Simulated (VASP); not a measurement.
# TiTe2 in VASP: a series of runs

Runs on TiTe2. Level: PBE. Tasks: single point.

Everything below comes from runs of VASP 6.6.1. Logs are shortened: lines on timing, memory, paths and dates and some standing lists are left out, and cuts for length are marked.

## Step 1: Starting point

The cell holds a slab with vacuum, 6 atoms: a = 3.777 Å, b = 3.777 Å, c = 21.913 Å, α = 90.00°, β = 90.00°, γ = 120.00°.

## Step 2: Single point, PBE

Contents of INCAR:

```
  ALGO = Normal
  DIPOL = 0.5 0.5 0.500
  EDIFF = 1E-7
  ENCUT = 400
  GGA = PE
  IDIPOL = 3
  ISIF = 2
  ISMEAR = 0
  LASPH = T
  LCHARG = F
  LDIPOL = T
  LREAL = F
  LVACPOTAV = T
  LVHAR = T
  LWAVE = F
  NBANDS = 38
  NELM = 120
  PREC = Accurate
  SIGMA = 0.05
```

Contents of KPOINTS:

```
k-points
0
Gamma
  3 3 1
```

Contents of POSCAR:

```
TiTe2
1.0
    3.7770008876      0.0000000000      0.0000000000
   -1.8885004438      3.2709787188      0.0000000000
    0.0000000000      0.0000000000     21.9133488000
Te Ti
4 2
Direct
    0.3333333333      0.6666666666      0.2738057088
    0.6666666667      0.3333333334      0.4296627086
    0.3333333333      0.6666666666      0.5703372914
    0.6666666667      0.3333333334      0.7261942912
    0.0000000000      0.0000000000      0.3517342087
    0.0000000000      0.0000000000      0.6482657913
```

Potentials or basis: VASP PAW PBE potentials, release 64 (Te, Ti_sv).

On the command line:

```bash
> cat potpaw_PBE.64/Te/POTCAR potpaw_PBE.64/Ti_sv/POTCAR > POTCAR
> mpirun -np 1 vasp_std > vasp.out
```

OUTCAR:

```text
EDIFF = 1E-7
   ENCUT = 400
   GGA = PE
   ISIF = 2
   ISMEAR = 0
   LASPH = T
   LREAL = F
   NELM = 120
   PREC = Accurate

 Found      3 irreducible k-points:

 Following reciprocal coordinates:
            Coordinates               Weight
  0.000000  0.000000  0.000000      1.000000
  0.333333  0.000000  0.000000      6.000000
  0.333333  0.333333  0.000000      2.000000
   k-points           NKPTS =      3   k-points in BZ     NKDIM =      3   number of bands    NBANDS=     38
   number of dos      NEDOS =    301   number of ions     NIONS =      6
   total plane-waves  NPLWV = 112896
   dimension x,y,z NGX =    28 NGY =   28 NGZ =  144
   dimension x,y,z NGXF=    56 NGYF=   56 NGZF=  288
   ions per type =               4   2
   NGX,Y,Z   is equivalent  to a cutoff of  12.32, 12.32, 10.92 a.u.
   NGXF,Y,Z  is equivalent  to a cutoff of  24.65, 24.65, 21.85 a.u.
 SYSTEM =  unknown system
   PREC   = accura    normal or accurate (medium, high low for compatibility)
   ISTART =      0    job   : 0-new  1-cont  2-samecut
   ICHARG =      2    charge: 1-file 2-atom 10-const
   ISPIN  =      1    spin polarized calculation?
   LNONCOLLINEAR =      F non collinear calculations
   LSORBIT =      F    spin-orbit coupling
   LASPH  =      T    aspherical Exc in radial PAW
   ENCUT  =  400.0 eV  29.40 Ry    5.42 a.u.   6.16  6.16 35.74*2*pi/ulx,y,z
   NELM   =    120;   NELMIN=  2; NELMDL= -5     # of ELM steps
   EDIFF  = 0.1E-06   stopping-criterion for ELM
   LREAL  =      F    real-space projection
   EDIFFG = 0.1E-05   stopping-criterion for IOM
   NSW    =      0    number of steps for IOM
   IBRION =     -1    ionic relax: 0-MD 1-quasi-New 2-CG
   NFREE  =      0    steps in history (QN), initial steepest desc. (CG)
   ISIF   =      2    stress and relaxation
   ISYM   =      2    0-nonsym 1-usesym 2-fastsym
   POTIM  = 0.5000    time-step for ionic-motion
   TEBEG  =    0.0;   TEEND  =   0.0 temperature during run
   PSTRESS=    0.0 pullay stress
   NELECT =      48.0000    total number of electrons
   NUPDOWN=      -1.0000    fix difference up-down
   EMIN   =  10.00;   EMAX   =-10.00  energy-range for DOS
   EFERMI =   0.00;   METHOD = LEGACY
   ISMEAR =     0;   SIGMA  =   0.05  broadening in eV -4-tet -1-fermi 0-gaus
   EFERMI_NEDOS =   21; number of points for ismear=-14 and -15
   IALGO  =     38    algorithm
   IMIX   =      4    mixing-type and parameters
     AMIX     =   0.40;   BMIX     =  1.00
     AMIX_MAG =   1.60;   BMIX_MAG =  1.00
  volume/ion in A,a.u.               =      45.12       304.49
  Fermi-wavevector in a.u.,A,eV,Ry     =   0.919695  1.737972 11.508349  0.845840
  Thomas-Fermi vector in A             =   2.044918
   LORBIT       =      0    0 simple, 1 ext, 2 COOP (PROOUT), +10 PAW based schemes
   GGA     = PE    functional components
   LHFCALC =     F    Hartree Fock is set to
   AEXX    =    0.0000 exact exchange contribution
   IVDW    =     0    specifies the selected vdW correction
   LEPSILON=     F    determine dielectric tensor
   LRPA    =     F    only Hartree local field effects (RPA)
 non-spin polarized calculation
 Gauss-broadening in eV      SIGMA  =   0.05
  energy-cutoff  :      400.00
  volume of cell :      270.73
 maximum number of plane-waves:      4955
 NGX is ok and might be reduce to    28
   NGX = 13   NGY = 13   NGZ = 71

 dipolmoment           0.000000      0.000000     -0.000000 electrons x Angstroem

 number of electron      47.9999994 magnetization

 dipolmoment           0.000000      0.000000      0.000000 electrons x Angstroem

 Free energy of the ion-electron system (eV)
  ---------------------------------------------------
  ext. energy  EPLUGINS =         0.00000000
  ---------------------------------------------------
  free energy    TOTEN  =       -31.97275324 eV

  energy without entropy =      -31.95554086  energy(sigma->0) =      -31.96414705

 E-fermi :   2.0483     XC(G=0):  -6.3674

 val. band max:        2.0330934762   @ k =   0.3333   0.0000   0.0000
 cond. band min:       2.1674025284   @ k =   0.3333   0.0000   0.0000
 fundamental gap:      0.1343090522
 Fermi energy:         2.0482853346

 k-point     1 :       0.0000    0.0000    0.0000
  band No.  band energies     occupation
      1     -55.3575      2.00000
      2     -55.3575      2.00000
      3     -31.6438      2.00000
      4     -31.6438      2.00000
      5     -31.5995      2.00000
      6     -31.5995      2.00000
[... 28 lines left out ...]
     35       6.2733      0.00000
     36       6.6932      0.00000

 k-point     2 :       0.3333    0.0000    0.0000
  band No.  band energies     occupation
      1     -55.3552      2.00000
      2     -55.3551      2.00000
      3     -31.6368      2.00000
      4     -31.6368      2.00000
      5     -31.6306      2.00000
      6     -31.6306      2.00000
[... 28 lines left out ...]
     35       6.8699      0.00000
     36       6.9481      0.00000

 k-point     3 :       0.3333    0.3333    0.0000
  band No.  band energies     occupation
      1     -55.3542      2.00000
      2     -55.3541      2.00000
      3     -31.6329      2.00000
      4     -31.6329      2.00000
      5     -31.6284      2.00000
      6     -31.6284      2.00000
[... 28 lines left out ...]
     35       6.4391      0.00000
     36       7.7412      0.00000
 [bands above 36 left out]

------------------------ aborting loop because EDIFF is reached ----------------------------------------

  FORCE on cell =-STRESS in cart. coord.  units (eV):
  Direction    XX          YY          ZZ          XY          YZ          ZX
  --------------------------------------------------------------------------------------
  -------------------------------------------------------------------------------------
  Total        0.3994180      0.3994180      1.9604769      0.0000000      0.0000000      0.0000000
  in kB        2.3637670      2.3637670     11.6021572      0.0000000      0.0000000      0.0000000
  external PRESSURE =       5.4432304 kB  Pullay stress =       0.0000000 kB

 VOLUME and BASIS-vectors are now :
 -----------------------------------------------------------------------------
  energy-cutoff  :      400.00
  volume of cell :      270.73
      direct lattice vectors                 reciprocal lattice vectors
     3.777000888  0.000000000  0.000000000     0.264760330  0.152859448  0.000000000
    -1.888500444  3.270978719  0.000000000     0.000000000  0.305718895  0.000000000
     0.000000000  0.000000000 21.913348800     0.000000000  0.000000000  0.045634285

 POSITION                                       TOTAL-FORCE (eV/Angst)
 -----------------------------------------------------------------------------------
     -0.00000      2.18065      6.00000         0.000000      0.000000     -0.336545
      1.88850      1.09033      9.41535        -0.000000      0.000000     -0.180319
     -0.00000      2.18065     12.49800        -0.000000     -0.000000      0.180319
      1.88850      1.09033     15.91335         0.000000      0.000000      0.336545
      0.00000      0.00000      7.70767         0.000000      0.000000      0.273312
      0.00000      0.00000     14.20567         0.000000      0.000000     -0.273312
 -----------------------------------------------------------------------------------
    total drift:                               -0.000000     -0.000000      0.000000

  FREE ENERGIE OF THE ION-ELECTRON SYSTEM (eV)
  ---------------------------------------------------
  free  energy   TOTEN  =       -31.9727532415 eV

  energy  without entropy=      -31.9555408559  energy(sigma->0) =      -31.96414705

 vacuum level on the upper side and lower side of the slab         6.971         6.971
```

It took 31 s on 1 thread of Intel Xeon 6975P-C (Granite Rapids), shared host; peak memory 0.31 GiB.

The run converged, but some of its settings lie outside the range that counts as converged, so its numbers aren't taken as properties of the slab.

What came out:

```yaml
Free_energy: -31.9728 eV
Largest_force: 0.337 eV/Å
Band_gap_on_the_k_mesh: none (metal or under the smearing width)
Work_function_of_the_upper_face: 4.92 eV
Work_function_of_the_lower_face: 4.92 eV
```

Caveat: the k mesh is coarse (spacing up to 0.64 Å⁻¹), so the values aren't converged.

## Step 3: Single point, PBE

This run uses another cell than the first one, of 32.77 Å³/atom, 0.726 times its volume.

Changes to INCAR since step 2:

```diff
@@ -3,3 +3,3 @@
   EDIFF = 1E-7
-  ENCUT = 400
+  ENCUT = 460
   GGA = PE
```

Contents of KPOINTS:

```
k-points
0
Gamma
  5 5 1
```

Contents of POSCAR:

```
TiTe2
1.0
    3.7770008876      0.0000000000      0.0000000000
   -1.8885004438      3.2709787188      0.0000000000
    0.0000000000      0.0000000000     15.9133488000
Te Ti
4 2
Direct
    0.3333333333      0.6666666666      0.1885209730
    0.6666666667      0.3333333334      0.4031425994
    0.3333333333      0.6666666666      0.5968574006
    0.6666666667      0.3333333334      0.8114790270
    0.0000000000      0.0000000000      0.2958317862
    0.0000000000      0.0000000000      0.7041682138
```

Potentials or basis: VASP PAW PBE potentials, release 64 (Te, Ti_sv).

On the command line:

```bash
> cat potpaw_PBE.64/Te/POTCAR potpaw_PBE.64/Ti_sv/POTCAR > POTCAR
> mpirun -np 1 vasp_std > vasp.out
```

Run time: 27 s. Hardware: 1 thread of Intel Xeon 6975P-C (Granite Rapids), shared host; peak memory 0.28 GiB.

These settings aren't checked as converged: the numbers below hold their error.

Results:

```yaml
Free_energy: -32.3240 eV
Largest_force: 0.231 eV/Å
Band_gap_on_the_k_mesh: none (metal or under the smearing width)
```

Caveat: the k mesh is coarse (spacing up to 0.38 Å⁻¹), so the values aren't converged.

## Step 4: Single point, PBE

This run uses another cell than the first one, of 41.00 Å³/atom, 0.909 times its volume.

INCAR is that of step 3.

KPOINTS is that of step 3.

Contents of POSCAR:

```
TiTe2
1.0
    3.7770008876      0.0000000000      0.0000000000
   -1.8885004438      3.2709787188      0.0000000000
    0.0000000000      0.0000000000     19.9133488000
Te Ti
4 2
Direct
    0.3333333333      0.6666666666      0.2510878532
    0.6666666667      0.3333333334      0.4225983728
    0.3333333333      0.6666666666      0.5774016272
    0.6666666667      0.3333333334      0.7489121468
    0.0000000000      0.0000000000      0.3368431130
    0.0000000000      0.0000000000      0.6631568870
```

On the command line:

```bash
> cat potpaw_PBE.64/Te/POTCAR potpaw_PBE.64/Ti_sv/POTCAR > POTCAR
> mpirun -np 1 vasp_std > vasp.out
```

Run time: 41 s. Hardware: 1 thread of Intel Xeon 6975P-C (Granite Rapids), shared host; peak memory 0.32 GiB.

The run converged, but some of its settings lie outside the range that counts as converged, so its numbers aren't taken as properties of the slab.

Results:

```
Free energy                     : -32.3276 eV
Largest force                   : 0.229 eV/Å
Band gap on the k mesh          : none (metal or under the smearing width)
Work function of the upper face : 5.02 eV
Work function of the lower face : 5.02 eV
```

Caveat: the k mesh is coarse (spacing up to 0.38 Å⁻¹), so the values aren't converged.

(Part 1 of 2 ends here.)
